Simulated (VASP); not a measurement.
# Al (Cmmm) in VASP: a series of runs, part 2 of 3

VASP 6.6.1. Earlier steps stand in the parts before.

### 3 Single point, PBE

This run uses another cell than the first one, of 18.84 Å³/atom, 0.984 times its volume.

INCAR

```
PREC     = Accurate       # precision mode
ENCUT    = 520            # plane-wave cutoff, eV
EDIFF    = 1E-6           # SCF threshold, eV
ISMEAR   = 0              # smearing method
SIGMA    = 0.1            # smearing width, eV
LREAL    = False          # projectors in reciprocal space
LASPH    = True           # aspherical terms in the spheres
NELM     = 80             # most SCF steps
ALGO     = Normal         # electronic algorithm
ISIF     = 2              # what is computed and relaxed
LWAVE    = False          # write WAVECAR
LCHARG   = False          # write CHGCAR
GGA      = PE             # functional
NBANDS   = 8              # bands
```

KPOINTS

```
regular mesh
0
Gamma
  8 8 6
```

POSCAR

```
Al
1.0
    1.3738923085     -2.4120652201      0.0000000000
    1.3738923085      2.4120652201      0.0000000000
    0.0000000000      0.0000000000      2.8419271846
Al
1
Direct
    0.0000000000      0.0000000000      0.0000000000
```

Potentials or basis: VASP PAW PBE potentials, release 64 (Al).

Started as:

```
$ cat potpaw_PBE.64/Al/POTCAR > POTCAR
$ mpirun -np 1 vasp_std > vasp.out
```

OUTCAR:

```text
PREC = Accurate
   ENCUT = 520
   EDIFF = 1E-6
   ISMEAR = 0
   LREAL = False
   LASPH = True
   NELM = 80
   ISIF = 2
   GGA = PE

 ion  position               nearest neighbor table
   1  0.000  0.000  0.000-

  LATTYP: Found a base centered orthorhombic cell.
 ALAT       =     2.7477846170
 B/A-ratio  =     1.7556435866
 C/A-ratio  =     1.0342612616

  Lattice vectors:

 A1 = (   1.3738923085,  -2.4120652201,   0.0000000000)
 A2 = (   1.3738923085,   2.4120652201,   0.0000000000)
 A3 = (   0.0000000000,   0.0000000000,   2.8419271846)

Analysis of symmetry for initial positions (statically):
=====================================================================
 Subroutine PRICEL returns:
 Original cell was already a primitive cell.

 Routine SETGRP: Setting up the symmetry group for a
 base centered orthorhombic supercell.

 Subroutine GETGRP returns: Found  8 space group operations
 (whereof  8 operations were pure point group operations)
 out of a pool of  8 trial point group operations.

The static configuration has the point symmetry D_2h.

Analysis of symmetry for dynamics (positions and initial velocities):
=====================================================================
 Subroutine PRICEL returns:
 Original cell was already a primitive cell.

 Routine SETGRP: Setting up the symmetry group for a
 base centered orthorhombic supercell.

 Subroutine GETGRP returns: Found  8 space group operations
 (whereof  8 operations were pure point group operations)
 out of a pool of  8 trial point group operations.

The dynamic configuration has the point symmetry D_2h.

 Subroutine INISYM returns: Found  8 space group operations
 (whereof  8 operations are pure point group operations),
 and found     1 'primitive' translations

----------------------------------------------------------------------------------------

                                     Primitive cell

  volume of cell :      18.8358

  direct lattice vectors                    reciprocal lattice vectors
     1.373892309 -2.412065220  0.000000000     0.363929543 -0.207291244  0.000000000
     1.373892309  2.412065220  0.000000000     0.363929543  0.207291244  0.000000000
     0.000000000  0.000000000  2.841927185     0.000000000  0.000000000  0.351873899

  length of vectors
     2.775903223  2.775903223  2.841927185     0.418824990  0.418824990  0.351873899

  position of ions in fractional coordinates (direct lattice)
     0.000000000  0.000000000  0.000000000

  ion indices of the primitive-cell ions
   primitive index   ion index
                 1           1

----------------------------------------------------------------------------------------

 KPOINTS: regular mesh

Automatic generation of k-mesh.
 Grid dimensions read from file:
 generate k-points for:    8    8    6

 Generating k-lattice:

  Cartesian coordinates                     Fractional coordinates (reciprocal lattice)
     0.045491193 -0.025911405  0.000000000     0.125000000 -0.000000000  0.000000000
     0.045491193  0.025911405  0.000000000    -0.000000000  0.125000000  0.000000000
     0.000000000  0.000000000  0.058645650     0.000000000  0.000000000  0.166666667

  Length of vectors
     0.052353124  0.052353124  0.058645650

  Shift w.r.t. Gamma in fractional coordinates (k-lattice)
     0.000000000  0.000000000  0.000000000

 Subroutine IBZKPT returns following result:
 ===========================================

 Found     84 irreducible k-points:

 Following reciprocal coordinates:
            Coordinates               Weight
  0.000000  0.000000  0.000000      1.000000
  0.125000 -0.000000  0.000000      4.000000
  0.250000 -0.000000  0.000000      4.000000
  0.375000 -0.000000  0.000000      4.000000
  0.500000 -0.000000  0.000000      2.000000
  0.125000  0.125000  0.000000      2.000000
[... 16 lines left out ...]
  0.125000 -0.000000  0.166667      8.000000
  0.250000 -0.000000  0.166667      8.000000
 [... further k-points ...]
   k-points           NKPTS =     84   k-points in BZ     NKDIM =     84   number of bands    NBANDS=      8
   number of dos      NEDOS =    301   number of ions     NIONS =      1
   total plane-waves  NPLWV =  13824
   dimension x,y,z NGX =    24 NGY =   24 NGZ =   24
   dimension x,y,z NGXF=    48 NGYF=   48 NGZF=   48
   ions per type =               1
   NGX,Y,Z   is equivalent  to a cutoff of  14.37, 14.37, 14.04 a.u.
   NGXF,Y,Z  is equivalent  to a cutoff of  28.75, 28.75, 28.08 a.u.
 SYSTEM =  unknown system
   PREC   = accura    normal or accurate (medium, high low for compatibility)
   ISTART =      0    job   : 0-new  1-cont  2-samecut
   ICHARG =      2    charge: 1-file 2-atom 10-const
   ISPIN  =      1    spin polarized calculation?
   LNONCOLLINEAR =      F non collinear calculations
   LSORBIT =      F    spin-orbit coupling
   LASPH  =      T    aspherical Exc in radial PAW
   ENCUT  =  520.0 eV  38.22 Ry    6.18 a.u.   5.16  5.16  5.28*2*pi/ulx,y,z
   NELM   =     80;   NELMIN=  2; NELMDL= -5     # of ELM steps
   EDIFF  = 0.1E-05   stopping-criterion for ELM
   LREAL  =      F    real-space projection
   EDIFFG = 0.1E-04   stopping-criterion for IOM
   NSW    =      0    number of steps for IOM
   IBRION =     -1    ionic relax: 0-MD 1-quasi-New 2-CG
   NFREE  =      0    steps in history (QN), initial steepest desc. (CG)
   ISIF   =      2    stress and relaxation
   ISYM   =      2    0-nonsym 1-usesym 2-fastsym
   POTIM  = 0.5000    time-step for ionic-motion
   TEBEG  =    0.0;   TEEND  =   0.0 temperature during run
   PSTRESS=    0.0 pullay stress
   NELECT =       3.0000    total number of electrons
   NUPDOWN=      -1.0000    fix difference up-down
   EMIN   =  10.00;   EMAX   =-10.00  energy-range for DOS
   EFERMI =   0.00;   METHOD = LEGACY
   ISMEAR =     0;   SIGMA  =   0.10  broadening in eV -4-tet -1-fermi 0-gaus
   EFERMI_NEDOS =   21; number of points for ismear=-14 and -15
   IALGO  =     38    algorithm
   IMIX   =      4    mixing-type and parameters
     AMIX     =   0.40;   BMIX     =  1.00
     AMIX_MAG =   1.60;   BMIX_MAG =  1.00
  volume/ion in A,a.u.               =      18.84       127.11
  Fermi-wavevector in a.u.,A,eV,Ry     =   0.887402  1.676946 10.714345  0.787482
  Thomas-Fermi vector in A             =   2.008695
   LORBIT       =      0    0 simple, 1 ext, 2 COOP (PROOUT), +10 PAW based schemes
   GGA     = PE    functional components
   LHFCALC =     F    Hartree Fock is set to
   AEXX    =    0.0000 exact exchange contribution
   IVDW    =     0    specifies the selected vdW correction
   LEPSILON=     F    determine dielectric tensor
   LRPA    =     F    only Hartree local field effects (RPA)
 non-spin polarized calculation
 Gauss-broadening in eV      SIGMA  =   0.10
  energy-cutoff  :      520.00
  volume of cell :       18.84
 maximum number of plane-waves:       519
 NGX is ok and might be reduce to    24

 number of electron       3.0000000 magnetization

 Free energy of the ion-electron system (eV)
  ---------------------------------------------------
  ext. energy  EPLUGINS =         0.00000000
  ---------------------------------------------------
  free energy    TOTEN  =        -3.53069051 eV

  energy without entropy =       -3.52822633  energy(sigma->0) =       -3.52945842

 E-fermi :   6.4573     XC(G=0):  -9.6764

 val. band max:        6.3567070325   @ k =   0.5000   0.1250   0.3333
 cond. band min:       6.4999926275   @ k =   0.5000   0.3750   0.5000
 fundamental gap:      0.1432855950
 Fermi energy:         6.4572562847

 k-point     1 :       0.0000    0.0000    0.0000
  band No.  band energies     occupation
      1      -3.6688      2.00000
      2      13.4425      0.00000
      3      13.5379      0.00000
      4      19.3533      0.00000
      5      19.6136      0.00000
      6      19.7784      0.00000
      7      19.9321      0.00000
      8      23.4143      0.00000
[... 243 lines left out ...]
 k-point    24 :       0.2500   -0.0000    0.1667
  band No.  band energies     occupation
      1      -1.5673      2.00000
      2       9.5399      0.00000
      3      11.3724      0.00000
      4      15.8897      0.00000
      5      17.0214      0.00000
      6      21.8924      0.00000
      7      22.9266      0.00000
      8      26.0447      0.00000

 [... further k-points ...]
[... 5 lines left out ...]
  --------------------------------------------------------------------------------------
  -------------------------------------------------------------------------------------
  Total        0.0285840      0.0018627      0.0052627      0.0000000      0.0000000      0.0000000
  in kB        2.4313573      0.1584456      0.4476470      0.0000000      0.0000000      0.0000000
  external PRESSURE =       1.0124833 kB  Pullay stress =       0.0000000 kB

 VOLUME and BASIS-vectors are now :
 -----------------------------------------------------------------------------
  energy-cutoff  :      520.00
  volume of cell :       18.84
      direct lattice vectors                 reciprocal lattice vectors
     1.373892309 -2.412065220  0.000000000     0.363929543 -0.207291244  0.000000000
     1.373892309  2.412065220  0.000000000     0.363929543  0.207291244  0.000000000
     0.000000000  0.000000000  2.841927185     0.000000000  0.000000000  0.351873899

 POSITION                                       TOTAL-FORCE (eV/Angst)
 -----------------------------------------------------------------------------------
      0.00000      0.00000      0.00000        -0.000000      0.000000      0.000000
 -----------------------------------------------------------------------------------
    total drift:                                0.000000     -0.000000      0.000000

  FREE ENERGIE OF THE ION-ELECTRON SYSTEM (eV)
  ---------------------------------------------------
  free  energy   TOTEN  =        -3.5306905129 eV

  energy  without entropy=       -3.5282263285  energy(sigma->0) =       -3.52945842
```

Wall time 5.4 s (1 thread of AMD EPYC 9R45 (Zen 5), shared host); peak memory 0.1 GiB.

Results:

| Quantity | Value |
| --- | --- |
| Free energy | -3.5307 eV |
| Pressure | 0.1 GPa |
| Band gap on the k mesh | none (metal or under the smearing width) |

Caveat: the k mesh is coarse (spacing up to 0.37 Å⁻¹), so the values aren't converged.

### 4 Relaxation of cell and atoms, PBE

INCAR

```
PREC     = Accurate       # precision mode
ENCUT    = 600            # plane-wave cutoff, eV
EDIFF    = 1E-6           # SCF threshold, eV
ISMEAR   = 0              # smearing method
SIGMA    = 0.1            # smearing width, eV
LREAL    = False          # projectors in reciprocal space
LASPH    = True           # aspherical terms in the spheres
NELM     = 100            # most SCF steps
ALGO     = Fast           # electronic algorithm
ISIF     = 3              # what is computed and relaxed
LWAVE    = False          # write WAVECAR
LCHARG   = False          # write CHGCAR
GGA      = PE             # functional
IBRION   = 2              # ionic algorithm
NSW      = 90             # ionic steps
EDIFFG   = -0.04          # ionic threshold
```

KPOINTS is that of step 3.

POSCAR

```
Al
1.0
    1.2068886236     -2.2532703202      0.0000000000
    1.2068886236      2.2532703202      0.0000000000
    0.0000000000      0.0000000000      3.5188057056
Al
1
Direct
    0.0000000000      0.0000000000      0.0000000000
```

Potentials or basis: VASP PAW PBE potentials, release 64 (Al).

Started as:

```
$ cat potpaw_PBE.64/Al/POTCAR > POTCAR
$ mpirun -np 1 vasp_std > vasp.out
```

OUTCAR:

```text
PREC = Accurate
   ENCUT = 600
   EDIFF = 1E-6
   ISMEAR = 0
   LREAL = False
   LASPH = True
   NELM = 100
   ISIF = 3
   GGA = PE
   IBRION = 2
   NSW = 90
   EDIFFG = -0.04

 ion  position               nearest neighbor table
   1  0.000  0.000  0.000-

  LATTYP: Found a base centered orthorhombic cell.
 ALAT       =     2.4137772472
 B/A-ratio  =     1.8670076726
 C/A-ratio  =     1.4578005115

  Lattice vectors:

 A1 = (   1.2068886236,  -2.2532703202,   0.0000000000)
 A2 = (   1.2068886236,   2.2532703202,   0.0000000000)
 A3 = (   0.0000000000,   0.0000000000,   3.5188057056)

Analysis of symmetry for initial positions (statically):
=====================================================================
 Subroutine PRICEL returns:
 Original cell was already a primitive cell.

 Routine SETGRP: Setting up the symmetry group for a
 base centered orthorhombic supercell.

 Subroutine GETGRP returns: Found  8 space group operations
 (whereof  8 operations were pure point group operations)
 out of a pool of  8 trial point group operations.

[... 173 lines left out ...]
  external PRESSURE =     142.8703218 kB  Pullay stress =       0.0000000 kB
[... 86 lines left out ...]
  FREE ENERGIE OF THE ION-ELECTRON SYSTEM (eV)
  ---------------------------------------------------
  free  energy   TOTEN  =        -3.3783587667 eV

  energy  without entropy=       -3.3747365899  energy(sigma->0) =       -3.37654768

[... ionic steps 4 to 7 ...]

--------------------------------------- Ionic step        8  -------------------------------------------

 number of electron       3.0000000 magnetization

------------------------ aborting loop because EDIFF is reached ----------------------------------------
[... 65 lines left out ...]
--------------------------------------- Ionic step       10  -------------------------------------------

 number of electron       3.0000000 magnetization

 Free energy of the ion-electron system (eV)
  ---------------------------------------------------
  ext. energy  EPLUGINS =         0.00000000
  ---------------------------------------------------
  free energy    TOTEN  =        -3.53066956 eV

  energy without entropy =       -3.52793957  energy(sigma->0) =       -3.52930456

 E-fermi :   6.4287     XC(G=0):  -9.6657

 val. band max:        6.4202819182   @ k =   0.3750  -0.0000   0.1667
 cond. band min:       6.4984486854   @ k =   0.3750   0.2500   0.5000
 fundamental gap:      0.0781667673
 Fermi energy:         6.4287109955

 k-point     1 :       0.0000    0.0000    0.0000
  band No.  band energies     occupation
      1      -3.6781      2.00000
      2      13.3826      0.00000
      3      13.4961      0.00000
      4      19.4152      0.00000
      5      19.6398      0.00000
[... 177 lines left out ...]
 k-point    24 :       0.2500   -0.0000    0.1667
  band No.  band energies     occupation
      1      -1.5972      2.00000
      2       9.4575      0.00000
      3      11.2286      0.00000
      4      16.0404      0.00000
      5      17.0750      0.00000

 [... further k-points ...]
[... 5 lines left out ...]
  --------------------------------------------------------------------------------------
  -------------------------------------------------------------------------------------
  Total       -0.0074939      0.0066967     -0.0193360      0.0000000      0.0000000      0.0000000
  in kB       -0.6355447      0.5679357     -1.6398485      0.0000000      0.0000000      0.0000000
  external PRESSURE =      -0.5691525 kB  Pullay stress =       0.0000000 kB
[... 16 lines left out ...]
  FREE ENERGIE OF THE ION-ELECTRON SYSTEM (eV)
  ---------------------------------------------------
  free  energy   TOTEN  =        -3.5306695581 eV

  energy  without entropy=       -3.5279395710  energy(sigma->0) =       -3.52930456

 reached required accuracy - stopping structural energy minimisation
```

It took 23 s on 1 thread of AMD EPYC 9R45 (Zen 5), shared host; peak memory 0.11 GiB.

Results:

* Free energy: -3.5307 eV
* Relaxed volume: 18.89 Å³/atom
* Relaxed cell: a = 2.764 Å, b = 2.764 Å, c = 2.846 Å, α = 90.00°, β = 90.00°, γ = 119.64°
* Space group after relaxing (to 0.05 Å): P6/mmm (No. 191)
* Energy gained by relaxing: 460.5 meV/atom
* Ionic steps: 10
* Pressure after relaxing: -0.1 GPa
* Band gap on the k mesh: none (metal or under the smearing width)

Step by step:
| step | energy change (eV) | largest force (eV/Å) | pressure (GPa) | volume (Å³) |
| --- | --- | --- | --- | --- |
| 1 | 0.0000 | 0.0000 | 14.29 | 19.14 |
| 2 | -0.2857 | 0.0000 | -7.18 | 23.96 |
| 3 | -0.3082 | 0.0000 | -4.44 | 22.57 |
| 4 | -0.3955 | 0.0000 | -3.63 | 21.12 |
| 5 | -0.4435 | 0.0000 | -2.66 | 20.02 |
| 6 | -0.3941 | 0.0000 | 4.42 | 17.78 |
| 7 | -0.4580 | 0.0000 | -1.52 | 19.37 |
| 8 | -0.4594 | 0.0000 | -0.94 | 19.13 |
| 9 | -0.4603 | 0.0000 | 0.39 | 18.78 |
| 10 | -0.4605 | 0.0000 | -0.06 | 18.89 |

Final structure:
```yaml
crystal:
  lattice:
    - [1.38930, -2.38899, 0.00000]
    - [1.38930, 2.38899, 0.00000]
    - [0.00000, 0.00000, 2.84598]
  atoms:
    - { symbol: Al, position: [0.00000, 0.00000, 0.00000] }
```

Caveat: the k mesh is coarse (spacing up to 0.37 Å⁻¹), so the values aren't converged.

### 5 Single point, PBE

This run uses another cell than the first one: it holds 2 atoms, not 1.

INCAR

```
  PREC = Accurate
  ENCUT = 520
  EDIFF = 1E-6
  ISMEAR = 0
  SIGMA = 0.1
  LREAL = F
  LASPH = T
  NELM = 60
  ALGO = Normal
  ISIF = 2
  LWAVE = F
  LCHARG = T
  GGA = PE
  LELF = T
  LVHAR = T
  NBANDS = 10
```

KPOINTS

```
regular mesh
0
Gamma
  6 6 6
```

POSCAR

```
Al
1.0
    1.6648415754      0.9611967316      3.9865693187
   -1.6648415754      0.9611967316      3.9865693187
    0.0000000000     -1.9223934634      3.9865693187
Al
2
Direct
    0.0577000000      0.0577000000      0.0577000000
    0.9423000000      0.9423000000      0.9423000000
```

Started as:

```
$ cat potpaw_PBE.64/Al/POTCAR > POTCAR
$ mpirun -np 1 vasp_std > vasp.out
```

Run time: 14 s. Hardware: 1 thread of AMD EPYC 9R45 (Zen 5), shared host; peak memory 0.15 GiB.

Results (log left out):

```
Free energy            : 9.6988 eV
Pressure               : 79.2 GPa
Largest force          : 46.296 eV/Å
Band gap on the k mesh : none (metal or under the smearing width)
```

Forces in eV/Å, atoms in the order of the input:
```
Al    0.000   0.000  46.296
Al    0.000   0.000 -46.296
```

Stress tensor (GPa, compression positive):
```
 -8.99   0.00   0.00
  0.00  -8.99   0.00
  0.00   0.00 255.50
```

Levels at points of the mesh, in eV from the Fermi level:
```tsv
k point	band 1	band 2	band 3	band 4	band 5	band 6	band 7	band 8
(0.00, 0.00, 0.00)	-9.73	-0.88	0.20	3.70	3.70	7.71	7.71	10.01
(0.50, 0.00, 0.00)	-5.88	-4.69	0.81	1.09	1.81	5.54	6.04	6.67
(0.50, 0.50, 0.00)	-5.22	-4.32	-1.30	-0.33	1.22	4.34	8.45	9.46
(0.50, 0.50, 0.50)	-8.36	-6.09	3.49	3.49	7.47	7.47	8.32	9.74
```

Caveat: the k mesh is coarse (spacing up to 0.37 Å⁻¹), so the values aren't converged; a pressure of tens of GPa on the cell as given is suspect, and the run, the potentials or the cell itself is likely at fault; forces of over 1 eV/Å show positions far from the minimum, so gaps and moduli don't describe the material at rest.

[end of part 2 of 3]
